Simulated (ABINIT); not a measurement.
# Ag (Fm-3m) in ABINIT: reference runs

Aim: a first look at Ag with PBEsol, on the cell as given and on a disturbed one.

All numbers are computed with ABINIT 10.8.3 (patched build); they aren't measurements. Logs are shortened: lines on timing, memory, paths and dates and some standing lists are left out, and cuts for length are marked. The log counts tension as positive stress, the text compression.

## 1. Starting point

It takes space group Fm-3m (No. 225, cubic). The conventional cell has a = 4.085 Å, b = 4.085 Å, c = 4.085 Å, α = 90.00°, β = 90.00°, γ = 90.00°. Around Ag (site symmetry m-3m) lie 12 Ag at 2.89 Å.

## 2. Single point, PBEsol

run.abi

```
# Pseudopotentials
pp_dirpath "./"
pseudos "Ag.upf"

# Structure
acell 2.8888847545 2.8888847545 2.8888847545 Angstrom
rprim
     0.0000000000     0.7071067812     0.7071067812
     0.7071067812     0.0000000000     0.7071067812
     0.7071067812     0.7071067812     0.0000000000
ntypat 1
znucl 47
natom 1
typat 1
xred
     0.0000000000     0.0000000000     0.0000000000

# Plane-wave basis
ecut 41.0

# k points
kptopt 1
ngkpt 11 11 11
nshiftk 1
shiftk 0.0 0.0 0.0

# Exchange and correlation
ixc -116133

# Bands and occupations
nband 14
occopt 3
tsmear 0.00183747

# SCF cycle
nstep 100
tolvrs 1.0e-10

# Output
iomode 3
prtwf 0
prtden 0
prteig 0
prtebands 0
```

Potentials or basis: PseudoDojo NC SR PBEsol v0.4.1 standard.

Launch:

```console
> abinit run.abi > log 2>&1
```

run.abo:

```text
.Version 10.8.3 of ABINIT
 Symmetries : space group Fm -3 m (#225); Bravais cF (face-center cubic)
================================================================================
 Values of the parameters that define the memory need of the present run
     intxc =       0    ionmov =       0      iscf =       7    lmnmax =       6
     lnmax =       6     mgfft =      32  mpssoang =       3    mqgrid =    3001
     natom =       1  nloc_mem =       1    nspden =       1   nspinor =       1
    nsppol =       1      nsym =      48    n1xccc =    2501    ntypat =       1
    occopt =       3   xclevel =       2
       mpw =        1458          nfft =       32768          nkpt =          56
================================================================================
================================================================================

--------------------------------------------------------------------------------
------------- Echo of variables that govern the present computation ------------
--------------------------------------------------------------------------------
 -outvars: echo values of preprocessed input variables --------
            acell      5.4592009953E+00  5.4592009953E+00  5.4592009953E+00 Bohr
              amu      1.07868200E+02
             ecut      4.10000000E+01 Hartree
                       outvar_i_n : Printing only first  50 k-points.
              ixc     -116133
                       outvar_i_n : Printing only first  50 k-points.
         kptrlatt       11    0    0      0   11    0      0    0   11
          kptrlen      6.00512109E+01
            natom           1
            nband          14
            ngfft          32      32      32
             nkpt          56
            nstep         100
             nsym          48
           ntypat           1
                       prtocc : prtvol=0, do not print more k-points.
           occopt           3
           prtden           0
        prtebands           0
           prteig           0
            prtwf           0
            rprim      0.0000000000E+00  7.0710678120E-01  7.0710678120E-01
                       7.0710678120E-01  0.0000000000E+00  7.0710678120E-01
                       7.0710678120E-01  7.0710678120E-01  0.0000000000E+00
          spgroup         225
           tolvrs      1.00000000E-10
           tsmear      1.83747000E-03 Hartree
            typat      1
                       outvars : Printing only first  50 k-points.
            znucl       47.00000

================================================================================

 chkinp: Checking input parameters for consistency.

================================================================================
== DATASET  1 ==================================================================

--- !DatasetInfo
iteration_state: {dtset: 1, }
dimensions: {natom: 1, nkpt: 56, mband: 14, nsppol: 1, nspinor: 1, nspden: 1, mpw: 1458, }
cutoff_energies: {ecut:  41.0, pawecutdg:  -1.0, }
electrons: {nelect:   1.90000000E+01, charge:   0.00000000E+00, occopt:   3.00000000E+00, tsmear:   1.83747000E-03, }
[... 64 lines left out ...]
pressure_GPa:  -3.0983E+00
xred      :
- [  0.0000E+00,   0.0000E+00,   0.0000E+00, Ag]
cartesian_forces: # hartree/bohr
- [ -0.00000000E+00,  -0.00000000E+00,  -0.00000000E+00, ]
force_length_stats: {min:   0.00000000E+00, max:   0.00000000E+00, mean:   0.00000000E+00, }
...

 Integrated electronic density in atomic spheres:
 ------------------------------------------------
 Atom  Sphere_radius  Integrated_density
    1        2.00000         16.32573783
================================================================================

 ----iterations are completed or convergence reached----

 Mean square residual over all n,k,spin=   14.321E-08; max=  85.377E-06
 reduced coordinates (array xred) for    1 atoms
       0.000000000000      0.000000000000      0.000000000000
 rms dE/dt=  0.0000E+00; max dE/dt=  0.0000E+00; dE/dt below (all hartree)
    1       0.000000000000      0.000000000000      0.000000000000

 cartesian coordinates (angstrom) at end:
    1      0.00000000000000     0.00000000000000     0.00000000000000

 cartesian forces (hartree/bohr) at end:
    1     -0.00000000000000    -0.00000000000000    -0.00000000000000
 frms,max,avg= 0.0000000E+00 0.0000000E+00   0.000E+00  0.000E+00  0.000E+00 h/b

 cartesian forces (eV/Angstrom) at end:
    1     -0.00000000000000    -0.00000000000000    -0.00000000000000
 frms,max,avg= 0.0000000E+00 0.0000000E+00   0.000E+00  0.000E+00  0.000E+00 e/A
 length scales=  5.459200995315  5.459200995315  5.459200995315 bohr
              =  2.888884754500  2.888884754500  2.888884754500 angstroms
 Fermi (or HOMO) energy (hartree) =   0.40092   Average Vxc (hartree)=  -0.47545
 Eigenvalues (hartree) for nkpt=  56  k points:
 kpt#   1, nband= 14, wtk=  0.00075, kpt=  0.0000  0.0000  0.0000 (reduced coord)
  -2.98355   -1.63891   -1.63891   -1.63891    0.10501    0.21852    0.21852    0.21852
   0.25717    0.25717    0.98658    1.11648    1.11648    1.11648
      occupation numbers for kpt#   1
   2.00000    2.00000    2.00000    2.00000    2.00000    2.00000    2.00000    2.00000
   2.00000    2.00000    0.00000    0.00000    0.00000    0.00000
 prteigrs : prtvol=0 or 1, do not print more k-points.

--- !EnergyTerms
iteration_state     : {dtset: 1, }
comment             : Components of total free energy in Hartree
kinetic             :  5.28712171568049E+01
hartree             :  3.53801720277691E+01
xc                  : -2.30021363667542E+01
Ewald energy        : -1.07191265798180E+02
psp_core            :  4.56573485020873E+00
local_psp           : -1.15473973880494E+02
non_local_psp       : -2.04792829244390E+00
internal            : -1.54898180303089E+02
'-kT*entropy'       : -9.51682203071756E-05
total_energy        : -1.54898275471309E+02
total_energy_eV     : -4.21499680268615E+03
band_energy         : -1.32253945018172E+01
...

 Cartesian components of stress tensor (hartree/bohr^3)
  sigma(1 1)=  1.05308121E-04  sigma(3 2)=  0.00000000E+00
  sigma(2 2)=  1.05308121E-04  sigma(3 1)=  0.00000000E+00
  sigma(3 3)=  1.05308121E-04  sigma(2 1)=  0.00000000E+00

-Cartesian components of stress tensor (GPa)         [Pressure= -3.0983E+00 GPa]
- sigma(1 1)=  3.09827187E+00  sigma(3 2)=  0.00000000E+00
- sigma(2 2)=  3.09827187E+00  sigma(3 1)=  0.00000000E+00
- sigma(3 3)=  3.09827187E+00  sigma(2 1)=  0.00000000E+00

== END DATASET(S) ==============================================================
================================================================================

 -outvars: echo values of variables after computation  --------
            acell      5.4592009953E+00  5.4592009953E+00  5.4592009953E+00 Bohr
           etotal     -1.5489827547E+02
            fcart     -0.0000000000E+00 -0.0000000000E+00 -0.0000000000E+00
            rprim      0.0000000000E+00  7.0710678120E-01  7.0710678120E-01
                       7.0710678120E-01  0.0000000000E+00  7.0710678120E-01
                       7.0710678120E-01  7.0710678120E-01  0.0000000000E+00
           strten      1.0530812058E-04  1.0530812058E-04  1.0530812058E-04
                       0.0000000000E+00  0.0000000000E+00  0.0000000000E+00
 Calculation completed.
```

Wall time 22 s (1 thread of Arm Neoverse V2, shared host); peak memory 0.07 GiB.

What came out:

| Property | Result |
| --- | --- |
| Free energy | -4214.9968 eV |
| Pressure | -3.1 GPa |
| Band gap on the k mesh | none (metal or under the smearing width) |
| Valence electrons inside the program's atomic spheres | Ag 16.33 (radii [1.0584] Å) |

## 3. Single point, PBEsol (cell strained at random at fixed volume)

run.abi

```
# Pseudopotentials
pp_dirpath "./"
pseudos "Ag.upf"

# Structure
acell 5.486509484 5.3844385853 5.5345855415
rprim
    -0.0021433966     0.7021674894     0.7120085833
     0.7071762558     0.0164761992     0.7068452999
     0.7121045157     0.7020269289    -0.0080839216
ntypat 1
znucl 47
natom 1
typat 1
xred
     0.0022060000     0.0285520000    -0.0104340000
chkprim 0
chksymtnons 0
tolsym 1.0e-6

# Plane-wave basis
ecut 1115.666836 eV

# k points
kptopt 1
ngkpt 11 11 11
nshiftk 1
shiftk 0.0 0.0 0.0

# Exchange and correlation
ixc -116133

# Bands and occupations
nband 14
occopt 3
tsmear 0.05 eV

# SCF cycle
nstep 100
tolvrs 1.0e-10

# Output
iomode 3
prtwf 0
prtden 0
prteig 0
prtebands 0
enunit 1
```

Potentials or basis: PseudoDojo NC SR PBEsol v0.4.1 standard.

Launch:

```console
> abinit run.abi > log 2>&1
```

run.abo:

```text
.Version 10.8.3 of ABINIT
 Symmetries : space group P-1 (#  2); Bravais aP (primitive triclinic)
================================================================================
 Values of the parameters that define the memory need of the present run
     intxc =       0    ionmov =       0      iscf =       7    lmnmax =       6
     lnmax =       6     mgfft =      32  mpssoang =       3    mqgrid =    3001
     natom =       1  nloc_mem =       1    nspden =       1   nspinor =       1
    nsppol =       1      nsym =       2    n1xccc =    2501    ntypat =       1
    occopt =       3   xclevel =       2
       mpw =        1456          nfft =       32768          nkpt =         666
================================================================================
================================================================================

--------------------------------------------------------------------------------
------------- Echo of variables that govern the present computation ------------
--------------------------------------------------------------------------------
 -outvars: echo values of preprocessed input variables --------
            acell      5.4865094840E+00  5.3844385853E+00  5.5345855415E+00 Bohr
              amu      1.07868200E+02
          chkprim           0
      chksymtnons           0
             ecut      4.10000000E+01 Hartree
           enunit           1
                       outvar_i_n : Printing only first  50 k-points.
              ixc     -116133
                       outvar_i_n : Printing only first  50 k-points.
[... 142 lines left out ...]
 -81.18250  -44.59507  -44.59284  -44.58953    2.85773    5.77914    5.89595    6.13723
   6.97021    7.06473   26.76574   29.64858   30.19672   31.43414
 prteigrs : prtvol=0 or 1, do not print more k-points.

--- !EnergyTerms
iteration_state     : {dtset: 1, }
comment             : Components of total free energy in Hartree
kinetic             :  5.28741333677031E+01
hartree             :  3.54099106708446E+01
xc                  : -2.30029721875672E+01
Ewald energy        : -1.07163199919246E+02
psp_core            :  4.56573510686254E+00
local_psp           : -1.15533739722310E+02
non_local_psp       : -2.04782507641557E+00
internal            : -1.54897957760129E+02
'-kT*entropy'       : -9.06589084900516E-05
total_energy        : -1.54898048419038E+02
total_energy_eV     : -4.21499062427910E+03
band_energy         : -1.32237795823801E+01
...

 Cartesian components of stress tensor (hartree/bohr^3)
  sigma(1 1)=  8.48215167E-05  sigma(3 2)=  2.72199648E-05
  sigma(2 2)=  9.32183081E-05  sigma(3 1)= -4.75806965E-05
  sigma(3 3)=  9.52201042E-05  sigma(2 1)=  5.84033920E-05

-Cartesian components of stress tensor (GPa)         [Pressure= -2.6799E+00 GPa]
- sigma(1 1)=  2.49553518E+00  sigma(3 2)=  8.00839014E-01
- sigma(2 2)=  2.74257731E+00  sigma(3 1)= -1.39987242E+00
- sigma(3 3)=  2.80147218E+00  sigma(2 1)=  1.71828712E+00

== END DATASET(S) ==============================================================
================================================================================

 -outvars: echo values of variables after computation  --------
            acell      5.4865094840E+00  5.3844385853E+00  5.5345855415E+00 Bohr
           etotal     -1.5489804842E+02
            fcart     -0.0000000000E+00 -0.0000000000E+00 -0.0000000000E+00
            rprim     -2.1433966000E-03  7.0216748940E-01  7.1200858330E-01
                       7.0717625580E-01  1.6476199200E-02  7.0684529990E-01
                       7.1210451570E-01  7.0202692890E-01 -8.0839216000E-03
           strten      8.4821516699E-05  9.3218308119E-05  9.5220104153E-05
                       2.7219964835E-05 -4.7580696461E-05  5.8403392032E-05
           xangst      3.5756682902E-02 -1.5615523149E-02  6.2311863099E-02
             xred      2.2060000000E-03  2.8552000000E-02 -1.0434000000E-02
 Calculation completed.
```

It took 4.3 min on 1 thread of Arm Neoverse V2, shared host; peak memory 0.27 GiB.

Results:

```yaml
Free_energy: -4214.9906 eV
Pressure: -2.7 GPa
Band_gap_on_the_k_mesh: none (metal or under the smearing width)
Valence_electrons_inside_the_program's_atomic_spheres: Ag 16.32 (radii [1.0584] Å)
```

Stress tensor (GPa, compression positive):
```
-2.50 -1.72  1.40
-1.72 -2.74 -0.80
 1.40 -0.80 -2.80
```
